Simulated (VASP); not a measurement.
The system is Te.

```
Te
1.0
     4.45400    0.00000    0.00000
    -2.22700    3.85728    0.00000
     0.00000    0.00000    5.92400
Te
3
Direct
  0.26900 0.00000 0.33333
  0.00000 0.26900 0.66667
  0.73100 0.73100 0.00000
```

| Item | Value |
| --- | --- |
| Program | VASP 6.6.1 |
| Task | relaxation of cell and atoms |
| Functional | LDA |
| Potentials or basis | VASP PAW LDA potentials, release 64 (Te) |
| Cutoff | 400 eV |
| k mesh | 9 × 9 × 6 |
| Occupations | gaussian, width 0.03 eV |
| Spin | no spin polarisation |

At the start: pressure -1.9 GPa; volume 33.93 Å³/atom.

Where does the relaxation end?

Over 16 steps the energy falls by 21.2 meV/atom and the volume is 31.30 Å³/atom (-7.7 %); space group P3_121 (No. 152, to 0.05 Å).

Step by step:
| step | energy change (eV) | largest force (eV/Å) | pressure (GPa) | volume (Å³) |
| --- | --- | --- | --- | --- |
| 1 | 0.0000 | 0.0863 | -1.85 | 101.78 |
| 2 | -0.0198 | 0.3720 | 1.06 | 96.11 |
| 3 | -0.0245 | 0.2836 | 0.11 | 97.76 |
| 4 | -0.0378 | 0.2323 | 0.12 | 96.86 |
| 5 | -0.0604 | 0.0999 | 0.38 | 94.13 |
| 6 | -0.0618 | 0.0599 | 0.54 | 93.19 |
| 7 | -0.0578 | 0.0593 | -1.02 | 95.46 |
| 8 | -0.0633 | 0.0166 | -0.02 | 93.97 |
| 9 | -0.0635 | 0.0110 | -0.02 | 93.99 |
| 10 | -0.0636 | 0.0042 | -0.01 | 94.01 |
| 11 | -0.0636 | 0.0040 | -0.01 | 94.01 |
| 12 | -0.0636 | 0.0039 | 0.01 | 93.96 |
| 13 | -0.0636 | 0.0040 | 0.02 | 93.92 |
| 14 | -0.0636 | 0.0032 | 0.02 | 93.92 |
| 15 | -0.0636 | 0.0011 | 0.01 | 93.91 |
| 16 | -0.0636 | 0.0003 | 0.01 | 93.91 |

Final structure:
```
Te
1.0
     4.27322    0.00000    0.00000
    -2.13661    3.70072    0.00000
     0.00000    0.00000    5.93810
Te
3
Direct
  0.28739 0.00000 0.33333
  0.00000 0.28739 0.66667
  0.71261 0.71261 0.00000
```
